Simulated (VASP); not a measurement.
Be2H3:

```
CELL_PARAMETERS angstrom
2.80508 0.00000 0.00000
0.00000 2.80508 0.00000
0.00000 0.00000 4.17640
ATOMIC_POSITIONS crystal
Be 0.50000 0.50000 0.00000
Be 0.00000 0.00000 0.00000
H 0.50000 0.50000 0.50000
H 0.00000 0.00000 0.66613
H 0.00000 0.00000 0.33387
```

The cell was built by a generator and needn't be a form met in nature.

The cell isn't the ideal one: random cell by space group and Wyckoff sites (P4/mmm, No. 123).

* Program: VASP 6.6.1
* Task: relaxation of cell and atoms
* Functional: PBE
* Potentials or basis: VASP PAW PBE potentials, release 64 (Be, H)
* Cutoff: 600 eV
* k mesh: 6 × 6 × 4
* Occupations: gaussian, width 0.1 eV
* Spin: no spin polarisation

At the start: pressure 4.8 GPa; volume 6.57 Å³/atom.

Task: How do energy, volume and symmetry change on relaxing?

Result: Over 16 steps the energy falls by 222.4 meV/atom and the volume is 7.23 Å³/atom (+10.1 %); space group P4/mmm (No. 123, to 0.05 Å).

Step by step:
```tsv
step	energy change (eV)	largest force (eV/Å)	pressure (GPa)	volume (Å³)
1	0.0000	0.9873	4.78	32.86
2	-0.1524	0.8981	1.62	33.79
3	-0.7516	1.9009	-3.88	36.60
4	6.0659	64.0529	21.57	42.18
5	-0.7449	1.9162	-4.12	36.80
6	-0.9237	3.2094	-2.20	39.50
7	-0.9694	1.5308	-4.34	37.90
8	-1.0588	0.0513	-3.83	38.70
9	-1.0168	2.6674	0.54	37.03
10	-1.0748	0.7283	-2.48	38.10
11	-1.1048	0.3172	-1.26	37.06
12	-1.1115	0.1063	-0.35	36.36
13	-1.1118	0.0776	-0.14	36.20
14	-1.1119	0.0677	-0.05	36.13
15	-1.1120	0.0581	-0.25	36.19
16	-1.1120	0.0100	-0.17	36.17
```

Final structure:
```cif
data_structure
_symmetry_space_group_name_H-M 'P 1'
_symmetry_Int_Tables_number 1
_cell_length_a 3.1067
_cell_length_b 3.1067
_cell_length_c 3.7476
_cell_angle_alpha 90.000
_cell_angle_beta 90.000
_cell_angle_gamma 90.000
_cell_volume 36.17
loop_
_atom_site_label
_atom_site_type_symbol
_atom_site_fract_x
_atom_site_fract_y
_atom_site_fract_z
_atom_site_occupancy
Be1 Be 0.50000 0.50000 0.00000 1
Be2 Be 0.00000 0.00000 0.00000 1
H1 H 0.50000 0.50000 0.50000 1
H2 H 0.00000 0.00000 0.60289 1
H3 H 0.00000 0.00000 0.39711 1
```

Caveat: the k mesh is coarse (spacing up to 0.38 Å⁻¹), so the values aren't converged.
